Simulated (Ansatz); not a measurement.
Worked example: CHF3 + SF → CHF2 + SF2

Species: CHF3 (trifluoromethane) `FC(F)F`, singlet; SF (Monosulfur monofluoride), doublet; CHF2 (difluoromethyl radical) `F[CH]F`, doublet; SF2 (sulfur difluoride) `FSF`, singlet. A radical takes F: the energy is the difference in strength between the C–F bond broken and the S–F bond made.

Shapes, held fixed at every level: PBE0-D4/def2-TZVP. Programs: Ansatz 0.2.0. The zero-point and thermal change to 298 K, harmonic and unscaled (PBE0-D4/def2-TZVP), is -7.7 kJ/mol.

At CCSD(T)/CBS estimate; 1 Eh = 2625.50 kJ/mol:

| species | energy (Eh) |
| --- | --- |
| CHF3 | -338.028956 |
| SF | -497.482450 |
| CHF2 | -238.151885 |
| SF2 | -597.297397 |

Work out ΔH(298 K) of the reaction at this level.


1. Products less reactants: (-238.151885) + (-597.297397) − [(-338.028956) + (-497.482450)] = 0.062124 Eh = +163.1 kJ/mol.
2. With the thermal change: +163.1 + (-7.7) = +155.4 kJ/mol.

Other levels give +135.8 (PBE-D4/def2-TZVPP) to +218.2 kJ/mol (HF/def2-SVP). No measured value is set beside it here. Open shells run unrestricted unless RO is named. The CBS estimate extrapolates MP2 from def2-TZVPP and def2-QZVPP and adds CCSD(T) − MP2 in the triple-zeta set, cores frozen.

Fluorine transfer from CHF3 to SF is strongly endothermic, at +155.4 kJ/mol, so the C–F bond broken is much stronger than the S–F bond made. Bond polarity alone is a poor explanation, since carbon and sulfur have similar electronegativities. The difference lies rather in the better overlap of compact carbon 2p orbitals with fluorine, against the more diffuse 3p orbitals of sulfur, and in the repulsion between lone pairs on sulfur and fluorine. Geminal fluorines strengthen the C–F bond further through lone-pair donation into neighbouring C–F antibonding orbitals. SF also has some π stabilisation of its own, part of which is probably given up when the second S–F bond forms.

The negative thermal change fits the replacement of stiff C–F stretching and bending modes by softer ones at sulfur. All the levels quoted agree on the direction, though the size varies considerably, probably because errors for such unlike bonds cancel only partly. The reverse transfer, from SF2 to CHF2, is therefore favoured in enthalpy, but its rate would depend on a barrier not computed here.
